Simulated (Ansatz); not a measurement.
**An added C started as a split pair with a Si atom in diamond Si, 129 atoms, charge −1**

All numbers come from Ansatz (PAW, plane waves, no spin–orbit coupling) at the single k point (¼, ¼, ¼) without its symmetry partners. The atoms were relaxed with PBEsol in a fixed cell; other functionals are single points on those atoms unless said otherwise. The valence top and gap of the host come from its small cell on a dense mesh, with the band extrema sought between the mesh points, lined up by the mean potential, PBEsol gap 0.46 eV, r²SCAN gap 0.76 eV. The charge correction uses an assumed dielectric constant of 11.7.

Cell: a = 15.366 Å, b = 15.366 Å, c = 15.366 Å, α = 60.00°, β = 60.00°, γ = 60.00°.

Nearest atoms after relaxation, from the placed atom (for vacancies from the middle of the vacant sites): Si at 1.90 Å, Si at 1.92 Å, Si at 1.95 Å, Si at 1.96 Å, Si at 3.34 Å, Si at 3.45 Å, Si at 3.45 Å, Si at 3.46 Å.

Chemical potentials μ are those of reference phases of the elements at zero temperature by the same functional (the usual solids, diamond for C, grey Sn, and the molecules H2, N2, O2, F2, Cl2, Br2 and S8).

```
functional  E(defect) − E(host) − Σ nμ + q·E_VBM (eV)  monopole (eV)  alignment (eV)  formation energy at E_F = VBM (eV)  moment (μB)            wall time, shared host
    PBEsol                                       3.51           0.13           -0.07                                3.57          1.0  36 s on NVIDIA H100 (relaxation)
```

Q: Estimate the formation energy and moment that r²SCAN gives on these atoms.

A: 4.37 eV at E_F = VBM (4.31 eV before the monopole term 0.13 eV and the alignment -0.07 eV), moment 1.0 μB.

r²SCAN one-electron levels near the gap (the ten most localised at most), from the host's valence top, not corrected for the charge's images:

```csv
level (eV),spin,filling,atoms sharing it,element of the atom with most weight
-0.23,up,1.00,50.5,spread
-0.21,down,1.00,62.4,spread
-0.03,up,1.00,50.5,spread
-0.01,down,1.00,39.9,spread
0.43,up,1.00,18.2,Si
0.76,down,0.00,56.0,spread
0.86,up,0.00,113.1,spread
0.87,down,0.00,115.6,spread
0.97,down,0.00,121.5,spread
1.03,up,0.00,107.8,spread
```

One k point and a cell of this size can leave errors of several tenths of an eV in such numbers.
